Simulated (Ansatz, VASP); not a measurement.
One calculation of MgO, two programs

INCAR

```
PREC = Accurate
ENCUT = 520
EDIFF = 1E-6
ISMEAR = 0
SIGMA = 0.05
LREAL = F
LASPH = T
NELM = 60
ALGO = Normal
ISIF = 2
LWAVE = F
LCHARG = F
GGA = PS
NBANDS = 16
```

KPOINTS

```
regular mesh
0
Gamma
  9 9 6
```

File POSCAR:

```
MgO
1.0
    3.4684802693      0.0000000000      0.0000000000
   -1.7342401347      3.0037920257      0.0000000000
    0.0000000000      0.0000000000      3.9179953122
Mg O
2 2
Direct
    0.6666666667      0.3333333333      0.7500000000
    0.3333333333      0.6666666667      0.2500000000
    0.6666666667      0.3333333333      0.2500000000
    0.3333333333      0.6666666667      0.7500000000
```

Input for Ansatz:

```yaml
crystal:
  lattice:
    - [3.4684802693, 0.0, 0.0]
    - [-1.7342401347, 3.0037920257, 0.0]
    - [0.0, 0.0, 3.9179953122]
  atoms:
    - { symbol: Mg, position: [0.6666666667, 0.3333333333, 0.75] }
    - { symbol: Mg, position: [0.3333333333, 0.6666666667, 0.25] }
    - { symbol: O, position: [0.6666666667, 0.3333333333, 0.25] }
    - { symbol: O, position: [0.3333333333, 0.6666666667, 0.75] }
basis:
  ecutwfc: 520.0
kpoints:
  mp_grid: { grid: [9, 9, 6] }
hamiltonian:
  xc: pbesol
  pseudopotentials: { kind: paw, azcp: { folder: soft_1 } }
scf:
  occupations: { method: gaussian, width: 0.05 }
output:
  forces: true
  stress: true
  eigenvalues: true
```

Alike in both runs: task single point; functional PBEsol; k mesh 9 × 9 × 6; occupations gaussian, width 0.05 eV; no spin polarisation.

|  | VASP | Ansatz |
| --- | --- | --- |
| version | VASP 6.6.1 | Ansatz 0.2.0 |
| potentials or method | VASP PAW PBE potentials, release 64 (Mg, O) | scalar-relativistic, plane waves, PAW |
| plane-wave cutoff (eV) | 520 | 520 |
| valence electrons in the cell | 16 | 32 |

```tsv
	VASP	Ansatz	Ansatz less VASP
gap on the k mesh at the Fermi level (eV)	3.72	3.73	+0.008
least direct gap on the mesh (eV)	3.72	3.73	+0.008
pressure (GPa)	14.4	14.7	+0.22
largest component of the traceless stress (GPa)	12.88	12.78	-0.102
```

The functional is the same, so the differences come from potentials, cutoffs and numerics. The two sets of potentials don't hold the same shells in valence. Ansatz warned: «pseudo_functional_mismatch».

Caveats: the PAW data sets were made with another functional, which shifts forces and pressure a little (VASP).
